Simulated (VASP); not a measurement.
# BAs (F-43m) in VASP: a series of runs

Aim: see how the results for BAs move with the level of theory and the settings. Levels: PBE, PBEsol. Tasks: relaxation of cell and atoms.

All numbers are computed with VASP 6.6.1; they aren't measurements. Logs are shortened: lines on timing, memory, paths and dates and some standing lists are left out, and cuts for length are marked.

### Step 1. The structure

It takes space group F-43m (No. 216, cubic). Conventional cell: a = 4.777 Å, b = 4.777 Å, c = 4.777 Å, α = 90.00°, β = 90.00°, γ = 90.00°. B (site symmetry -43m) has 4 As at 2.07 Å as nearest neighbours. As (site symmetry -43m) is surrounded by 4 B at 2.07 Å.

### Step 2. Relaxation of cell and atoms, PBE, target pressure 19.4 GPa, at which the enthalpy is minimised

Contents of INCAR:

```
PREC = Accurate
ENCUT = 600
EDIFF = 1E-6
ISMEAR = 0
SIGMA = 0.03
LREAL = F
LASPH = T
NELM = 80
ALGO = Normal
ISIF = 3
LWAVE = F
LCHARG = F
GGA = PE
IBRION = 2
NSW = 90
EDIFFG = -0.01
PSTRESS = 194.0
```

Contents of KPOINTS:

```
Automatic mesh
0
Gamma
  10 10 10
```

Contents of POSCAR:

```
BAs
1.0
    0.0000000000      2.3885000000      2.3885000000
    2.3885000000      0.0000000000      2.3885000000
    2.3885000000      2.3885000000      0.0000000000
B As
1 1
Direct
    0.0000000000      0.0000000000      0.0000000000
    0.2500000000      0.2500000000      0.2500000000
```

Potentials or basis: VASP PAW PBE potentials, release 64 (B, As).

Started as:

```sh
$ cat potpaw_PBE.64/B/POTCAR potpaw_PBE.64/As/POTCAR > POTCAR
$ mpirun -np 1 vasp_std > vasp.out
```

OUTCAR:

```text
PREC = Accurate
   ENCUT = 600
   EDIFF = 1E-6
   ISMEAR = 0
   LREAL = F
   LASPH = T
   NELM = 80
   ISIF = 3
   GGA = PE
   IBRION = 2
   NSW = 90
   EDIFFG = -0.01
   PSTRESS = 194.0

 ion  position               nearest neighbor table
   1  0.000  0.000  0.000-   2 2.07   2 2.07   2 2.07   2 2.07
   2  0.250  0.250  0.250-   1 2.07   1 2.07   1 2.07   1 2.07

  LATTYP: Found a face centered cubic cell.
 ALAT       =     4.7770000000

  Lattice vectors:

 A1 = (   0.0000000000,   2.3885000000,   2.3885000000)
 A2 = (   2.3885000000,   0.0000000000,   2.3885000000)
 A3 = (   2.3885000000,   2.3885000000,   0.0000000000)

Analysis of symmetry for initial positions (statically):
=====================================================================
 Subroutine PRICEL returns:
 Original cell was already a primitive cell.

 Routine SETGRP: Setting up the symmetry group for a
 face centered cubic supercell.

 Subroutine GETGRP returns: Found 24 space group operations
 (whereof 24 operations were pure point group operations)
 out of a pool of 48 trial point group operations.

The static configuration has the point symmetry T_d .

Analysis of symmetry for dynamics (positions and initial velocities):
=====================================================================
 Subroutine PRICEL returns:
 Original cell was already a primitive cell.

 Routine SETGRP: Setting up the symmetry group for a
 face centered cubic supercell.

 Subroutine GETGRP returns: Found 24 space group operations
 (whereof 24 operations were pure point group operations)
 out of a pool of 48 trial point group operations.

The dynamic configuration has the point symmetry T_d .

 Subroutine INISYM returns: Found 24 space group operations
 (whereof 24 operations are pure point group operations),
 and found     1 'primitive' translations

----------------------------------------------------------------------------------------

                                     Primitive cell

  volume of cell :      27.2525

  direct lattice vectors                    reciprocal lattice vectors
     0.000000000  2.388500000  2.388500000    -0.209336404  0.209336404  0.209336404
     2.388500000  0.000000000  2.388500000     0.209336404 -0.209336404  0.209336404
     2.388500000  2.388500000  0.000000000     0.209336404  0.209336404 -0.209336404

  length of vectors
     3.377849094  3.377849094  3.377849094     0.362581287  0.362581287  0.362581287

  position of ions in fractional coordinates (direct lattice)
     0.000000000  0.000000000  0.000000000
     0.250000000  0.250000000  0.250000000

  ion indices of the primitive-cell ions
   primitive index   ion index
                 1           1
                 2           2

----------------------------------------------------------------------------------------

 KPOINTS: Automatic mesh

Automatic generation of k-mesh.
 Grid dimensions read from file:
 generate k-points for:   10   10   10

 Generating k-lattice:

  Cartesian coordinates                     Fractional coordinates (reciprocal lattice)
    -0.020933640  0.020933640  0.020933640     0.100000000  0.000000000  0.000000000
     0.020933640 -0.020933640  0.020933640     0.000000000  0.100000000  0.000000000
     0.020933640  0.020933640 -0.020933640     0.000000000  0.000000000  0.100000000

  Length of vectors
     0.036258129  0.036258129  0.036258129

  Shift w.r.t. Gamma in fractional coordinates (k-lattice)
     0.000000000  0.000000000  0.000000000

 Subroutine IBZKPT returns following result:
 ===========================================

 Found     47 irreducible k-points:

 Following reciprocal coordinates:
            Coordinates               Weight
  0.000000  0.000000  0.000000      1.000000
  0.100000  0.000000  0.000000      8.000000
  0.200000  0.000000  0.000000      8.000000
  0.300000  0.000000  0.000000      8.000000
  0.400000  0.000000  0.000000      8.000000
  0.500000  0.000000  0.000000      4.000000
[... 16 lines left out ...]
  0.300000  0.300000  0.000000      6.000000
  0.400000  0.300000  0.000000     24.000000
 [... further k-points ...]
   k-points           NKPTS =     47   k-points in BZ     NKDIM =     47   number of bands    NBANDS=      8
   number of dos      NEDOS =    301   number of ions     NIONS =      2
   total plane-waves  NPLWV =  21952
   dimension x,y,z NGX =    28 NGY =   28 NGZ =   28
   dimension x,y,z NGXF=    56 NGYF=   56 NGZF=   56
   ions per type =               1   1
   NGX,Y,Z   is equivalent  to a cutoff of  13.78, 13.78, 13.78 a.u.
   NGXF,Y,Z  is equivalent  to a cutoff of  27.56, 27.56, 27.56 a.u.
 SYSTEM =  unknown system
   PREC   = accura    normal or accurate (medium, high low for compatibility)
   ISTART =      0    job   : 0-new  1-cont  2-samecut
   ICHARG =      2    charge: 1-file 2-atom 10-const
   ISPIN  =      1    spin polarized calculation?
   LNONCOLLINEAR =      F non collinear calculations
   LSORBIT =      F    spin-orbit coupling
   LASPH  =      T    aspherical Exc in radial PAW
   ENCUT  =  600.0 eV  44.10 Ry    6.64 a.u.   6.75  6.75  6.75*2*pi/ulx,y,z
   NELM   =     80;   NELMIN=  2; NELMDL= -5     # of ELM steps
   EDIFF  = 0.1E-05   stopping-criterion for ELM
   LREAL  =      F    real-space projection
   EDIFFG = -.1E-01   stopping-criterion for IOM
   NSW    =     90    number of steps for IOM
   IBRION =      2    ionic relax: 0-MD 1-quasi-New 2-CG
   NFREE  =      1    steps in history (QN), initial steepest desc. (CG)
   ISIF   =      3    stress and relaxation
   ISYM   =      2    0-nonsym 1-usesym 2-fastsym
   POTIM  = 0.5000    time-step for ionic-motion
   TEBEG  =    0.0;   TEEND  =   0.0 temperature during run
   PSTRESS=  194.0 pullay stress
   NELECT =       8.0000    total number of electrons
   NUPDOWN=      -1.0000    fix difference up-down
   EMIN   =  10.00;   EMAX   =-10.00  energy-range for DOS
   EFERMI =   0.00;   METHOD = LEGACY
   ISMEAR =     0;   SIGMA  =   0.03  broadening in eV -4-tet -1-fermi 0-gaus
   EFERMI_NEDOS =   21; number of points for ismear=-14 and -15
   IALGO  =     38    algorithm
   IMIX   =      4    mixing-type and parameters
     AMIX     =   0.40;   BMIX     =  1.00
     AMIX_MAG =   1.60;   BMIX_MAG =  1.00
  volume/ion in A,a.u.               =      13.63        91.95
  Fermi-wavevector in a.u.,A,eV,Ry     =   1.088018  2.056057 16.106360  1.183784
  Thomas-Fermi vector in A             =   2.224191
   LORBIT       =      0    0 simple, 1 ext, 2 COOP (PROOUT), +10 PAW based schemes
   GGA     = PE    functional components
   LHFCALC =     F    Hartree Fock is set to
   AEXX    =    0.0000 exact exchange contribution
   IVDW    =     0    specifies the selected vdW correction
   LEPSILON=     F    determine dielectric tensor
   LRPA    =     F    only Hartree local field effects (RPA)
 conjugate gradient relaxation of ions
 non-spin polarized calculation
 Gauss-broadening in eV      SIGMA  =   0.03
  energy-cutoff  :      600.00
  volume of cell :       27.25
 maximum number of plane-waves:       941
   NGX = 13   NGY = 13   NGZ = 13

--------------------------------------- Ionic step        1  -------------------------------------------

 number of electron       8.0000000 magnetization

 Free energy of the ion-electron system (eV)
  ---------------------------------------------------
  ext. energy  EPLUGINS =         0.00000000
  ---------------------------------------------------
  free energy    TOTEN  =       -11.40730621 eV

  energy without entropy =      -11.40730621  energy(sigma->0) =      -11.40730621

------------------------ aborting loop because EDIFF is reached ----------------------------------------

  FORCE on cell =-STRESS in cart. coord.  units (eV):
  Direction    XX          YY          ZZ          XY          YZ          ZX
  --------------------------------------------------------------------------------------
  -------------------------------------------------------------------------------------
  Total        0.5813419      0.5813419      0.5813419     -0.0000000      0.0000000     -0.0000000
  in kB       34.1771977     34.1771977     34.1771977     -0.0000000      0.0000000     -0.0000000
  external PRESSURE =    -159.8228023 kB  Pullay stress =     194.0000000 kB

 VOLUME and BASIS-vectors are now :
 -----------------------------------------------------------------------------
  energy-cutoff  :      600.00
  volume of cell :       27.25
      direct lattice vectors                 reciprocal lattice vectors
     0.000000000  2.388500000  2.388500000    -0.209336404  0.209336404  0.209336404
     2.388500000  0.000000000  2.388500000     0.209336404 -0.209336404  0.209336404
     2.388500000  2.388500000  0.000000000     0.209336404  0.209336404 -0.209336404
[... 84 lines left out ...]
  FREE ENERGIE OF THE ION-ELECTRON SYSTEM (eV)
  ---------------------------------------------------
  free  energy   TOTEN  =       -11.2537375964 eV

  energy  without entropy=      -11.2537375964  energy(sigma->0) =      -11.25373760

  enthalpy is  TOTEN    =        -8.2345498624 eV   P V=        3.0191877340

--------------------------------------- Ionic step        4  -------------------------------------------

 number of electron       8.0000000 magnetization

 Free energy of the ion-electron system (eV)
  ---------------------------------------------------
  ext. energy  EPLUGINS =         0.00000000
  ---------------------------------------------------
  free energy    TOTEN  =       -11.24768228 eV

  energy without entropy =      -11.24768228  energy(sigma->0) =      -11.24768228

 E-fermi :   7.3641     XC(G=0): -10.9824

 val. band max:        7.1687071833   @ k =   0.0000   0.0000   0.0000
 cond. band min:       8.2465176245   @ k =   0.4000   0.4000   0.0000
 fundamental gap:      1.0778104411
 Fermi energy:         7.3641016850

 k-point     1 :       0.0000    0.0000    0.0000
  band No.  band energies     occupation
      1      -9.0964      2.00000
      2       7.1687      2.00000
      3       7.1687      2.00000
      4       7.1687      2.00000
      5      10.5666      0.00000
      6      10.5666      0.00000
      7      10.5666      0.00000
      8      13.0397      0.00000

 k-point     2 :       0.1000    0.0000    0.0000
  band No.  band energies     occupation
      1      -8.9181      2.00000
      2       5.7095      2.00000
      3       6.8344      2.00000
      4       6.8344      2.00000
      5      10.8783      0.00000
      6      11.0041      0.00000
      7      11.0041      0.00000
      8      13.7311      0.00000
[... 221 lines left out ...]
 k-point    23 :       0.3000    0.3000    0.0000
  band No.  band energies     occupation
      1      -7.0064      2.00000
      2       1.8273      2.00000
      3       3.6626      2.00000
      4       3.6626      2.00000
      5       8.5005      0.00000
      6      10.8465      0.00000
      7      16.2150      0.00000
      8      16.2150      0.00000

 k-point    24 :       0.4000    0.3000    0.0000
  band No.  band energies     occupation
      1      -6.1993      2.00000
      2       0.4589      2.00000
      3       2.8018      2.00000
      4       3.3410      2.00000
      5       8.8132      0.00000
      6      10.5772      0.00000
      7      16.6786      0.00000
      8      16.8461      0.00000

 [... further k-points ...]
[... 5 lines left out ...]
  --------------------------------------------------------------------------------------
  -------------------------------------------------------------------------------------
  Total        3.0041535      3.0041535      3.0041535      0.0000000      0.0000000      0.0000000
  in kB      193.4273995    193.4273995    193.4273995      0.0000000      0.0000000      0.0000000
  external PRESSURE =      -0.5726005 kB  Pullay stress =     194.0000000 kB

 VOLUME and BASIS-vectors are now :
 -----------------------------------------------------------------------------
  energy-cutoff  :      600.00
  volume of cell :       24.88
      direct lattice vectors                 reciprocal lattice vectors
     0.000000000  2.317189613  2.317189613    -0.215778630  0.215778630  0.215778630
     2.317189613  0.000000000  2.317189613     0.215778630 -0.215778630  0.215778630
     2.317189613  2.317189613  0.000000000     0.215778630  0.215778630 -0.215778630

 POSITION                                       TOTAL-FORCE (eV/Angst)
 -----------------------------------------------------------------------------------
      0.00000      0.00000      0.00000        -0.000000     -0.000000     -0.000000
      1.15859      1.15859      1.15859         0.000000      0.000000      0.000000
 -----------------------------------------------------------------------------------
    total drift:                               -0.000000     -0.000000     -0.000000

  FREE ENERGIE OF THE ION-ELECTRON SYSTEM (eV)
  ---------------------------------------------------
  free  energy   TOTEN  =       -11.2476822770 eV

  energy  without entropy=      -11.2476822770  energy(sigma->0) =      -11.24768228

  enthalpy is  TOTEN    =        -8.2346355813 eV   P V=        3.0130466957

 reached required accuracy - stopping structural energy minimisation
```

Wall time 20 s (1 thread of Intel Xeon Platinum 8488C (Sapphire Rapids), shared host); peak memory 0.17 GiB.

Results:

* Free energy: -11.2477 eV
* Relaxed volume: 12.44 Å³/atom
* Relaxed cell: a = 3.277 Å, b = 3.277 Å, c = 3.277 Å, α = 60.00°, β = 60.00°, γ = 60.00°
* Space group after relaxing (to 0.05 Å): F-43m (No. 216)
* Energy change on relaxing (the enthalpy is what falls): +79.8 meV/atom
* Ionic steps: 4
* Pressure after relaxing: 19.3 GPa
* Band gap on the k mesh: 1.08 eV, indirect (least direct gap 3.40 eV)

Step by step:
| step | energy change (eV) | largest force (eV/Å) | pressure (GPa) | volume (Å³) |
| --- | --- | --- | --- | --- |
| 1 | 0.0000 | 0.0000 | 3.42 | 27.25 |
| 2 | 0.6957 | 0.0000 | 47.92 | 22.24 |
| 3 | 0.1536 | 0.0000 | 18.93 | 24.93 |
| 4 | 0.1596 | 0.0000 | 19.34 | 24.88 |

Final structure:
```
CELL_PARAMETERS angstrom
0.00000 2.31719 2.31719
2.31719 0.00000 2.31719
2.31719 2.31719 0.00000
ATOMIC_POSITIONS crystal
B 0.00000 0.00000 0.00000
As 0.25000 0.25000 0.25000
```

Caveat: the cell is relaxed towards a set pressure, so the enthalpy falls and the energy may rise. A k mesh can miss the band edges.

### Step 3. Relaxation of cell and atoms, PBE, target pressure 19.4 GPa, at which the enthalpy is minimised

This run uses another cell than the first one, of 12.44 Å³/atom, 0.913 times its volume.

INCAR: that of step 2 with these lines changed.

```diff
@@ -2,3 +2,3 @@
 ENCUT = 600
-EDIFF = 1E-6
+EDIFF = 1E-7
 ISMEAR = 0
@@ -15,3 +15,3 @@
 NSW = 90
-EDIFFG = -0.01
+EDIFFG = -0.005
 PSTRESS = 194.0
```

KPOINTS is that of step 2.

Contents of POSCAR:

```
BAs                                     
1.0
    0.0000000000      2.3171896129      2.3171896129
    2.3171896129      0.0000000000      2.3171896129
    2.3171896129      2.3171896129      0.0000000000
  B               As            
     1     1
Direct
     0.0000000000000000    0.0000000000000000    0.0000000000000000
     0.2500000000000000    0.2500000000000000    0.2500000000000000
```

Potentials or basis: VASP PAW PBE potentials, release 64 (B, As).

Started as:

```sh
$ cat potpaw_PBE.64/B/POTCAR potpaw_PBE.64/As/POTCAR > POTCAR
$ mpirun -np 1 vasp_std > vasp.out
```

Wall time 8.9 s (1 thread of Intel Xeon Platinum 8488C (Sapphire Rapids), shared host); peak memory 0.16 GiB.

The run converged. Its results:

| Item | Value |
| --- | --- |
| Free energy | -11.2471 eV |
| Pressure after relaxing | 19.3 GPa |
| Band gap on the k mesh | 1.08 eV, indirect (least direct gap 3.40 eV) |

Final structure:
```
B As
1.0
     0.00000    2.31719    2.31719
     2.31719    0.00000    2.31719
     2.31719    2.31719    0.00000
B As
1 1
Cartesian
  0.0000 0.0000 0.0000
  1.1586 1.1586 1.1586
```

Levels at points of the mesh, in eV from the valence-band top:
| k point | band 1 | band 2 | band 3 | band 4 | band 5 | band 6 | band 7 | band 8 |
| --- | --- | --- | --- | --- | --- | --- | --- | --- |
| (0.00, 0.00, 0.00) | -16.27 | 0.00 | 0.00 | 0.00 | 3.40 | 3.40 | 3.40 | 5.87 |
| (0.50, 0.00, 0.00) | -13.05 | -9.49 | -1.98 | -1.98 | 3.25 | 4.88 | 4.88 | 9.02 |
| (0.50, 0.50, 0.00) | -11.58 | -9.06 | -4.47 | -4.47 | 1.30 | 1.35 | 12.26 | 12.26 |

Caveat: the relaxation stopped at its first step, so nothing moved; the cell is relaxed towards a set pressure, so the enthalpy falls and the energy may rise. Expect the measured gap to be larger: semilocal functionals such as PBE lack the derivative discontinuity.

### Step 4. Relaxation of cell and atoms, PBEsol

Contents of INCAR:

```
PREC = Accurate
ENCUT = 600
EDIFF = 1E-6
ISMEAR = 0
SIGMA = 0.03
LREAL = F
LASPH = T
NELM = 80
ALGO = Normal
ISIF = 3
LWAVE = F
LCHARG = F
GGA = PS
IBRION = 2
NSW = 90
EDIFFG = -0.01
```

Contents of KPOINTS:

```
regular mesh
0
Gamma
  10 10 10
```

Contents of POSCAR:

```
BAs
1.0
    0.0000000000      2.3885000000      2.3885000000
    2.3885000000      0.0000000000      2.3885000000
    2.3885000000      2.3885000000      0.0000000000
B As
1 1
Direct
    0.0000000000      0.0000000000      0.0000000000
    0.2500000000      0.2500000000      0.2500000000
```

Started as:

```sh
$ cat potpaw_PBE.64/B/POTCAR potpaw_PBE.64/As/POTCAR > POTCAR
$ mpirun -np 1 vasp_std > vasp.out
```

It took 16 s on 1 thread of Intel Xeon Platinum 8259CL at 2.50GHz (Skylake/Cascade Lake), shared host; peak memory 0.16 GiB.

It converged, with:

* Free energy: -12.2048 eV
* Pressure after relaxing: 0.1 GPa
* Band gap on the k mesh: 1.08 eV, indirect (least direct gap 3.24 eV)

Final structure:
```cif
data_structure
_symmetry_space_group_name_H-M 'P 1'
_symmetry_Int_Tables_number 1
_cell_length_a 3.3778
_cell_length_b 3.3778
_cell_length_c 3.3778
_cell_angle_alpha 60.000
_cell_angle_beta 60.000
_cell_angle_gamma 60.000
_cell_volume 27.25
loop_
_atom_site_label
_atom_site_type_symbol
_atom_site_fract_x
_atom_site_fract_y
_atom_site_fract_z
_atom_site_occupancy
B1 B 0.00000 0.00000 0.00000 1
As1 As 0.25000 0.25000 0.25000 1
```

Levels at points of the mesh, in eV from the valence-band top:
| k point | band 1 | band 2 | band 3 | band 4 | band 5 | band 6 | band 7 | band 8 |
| --- | --- | --- | --- | --- | --- | --- | --- | --- |
| (0.00, 0.00, 0.00) | -15.44 | 0.00 | 0.00 | 0.00 | 3.24 | 3.24 | 3.24 | 4.68 |
| (0.50, 0.00, 0.00) | -12.55 | -8.83 | -1.83 | -1.83 | 2.65 | 4.73 | 4.73 | 8.71 |
| (0.50, 0.50, 0.00) | -11.24 | -8.53 | -4.11 | -4.11 | 1.31 | 1.34 | 11.34 | 11.34 |

Caveat: the relaxation stopped at its first step, so nothing moved; the PAW data sets were made with another functional, which shifts forces and pressure a little.
